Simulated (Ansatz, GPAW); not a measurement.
## Zr: programs and potentials compared

```
Zr
1.0
     3.23200    0.00000    0.00000
    -1.61600    2.79899    0.00000
     0.00000    0.00000    5.14700
Zr
2
Direct
  0.66667 0.33333 0.75000
  0.33333 0.66667 0.25000
```

Alike in all runs: task single point; functional PBE; k mesh 9 × 9 × 5; occupations gaussian, width 0.022 eV; no spin polarisation; no spin-orbit coupling. Pressure is positive in compression and, in plane waves, holds the error of the finite cutoff, which Ansatz's Pulay term estimates and takes out.

```tsv
program and potentials	plane-wave cutoff (eV)	notes	pressure (GPa)
Ansatz, Ansatz PAW	420	-	0.58
GPAW, GPAW PAW data sets (gpaw-data 1.2.1)	600	-	0.25
Ansatz, all-electron LAPW, scalar-relativistic	-	-	0.60
```

The pressure spans 0.25 (GPAW, GPAW PAW data sets (gpaw-data 1.2.1)) to 0.60 GPa (Ansatz, all-electron LAPW, scalar-relativistic), with all-electron results at 0.60.

Differences between rows come from potentials, basis sets and numerical settings, since the functional is the same but for its coding. Runs on potential files found faulty are left out.
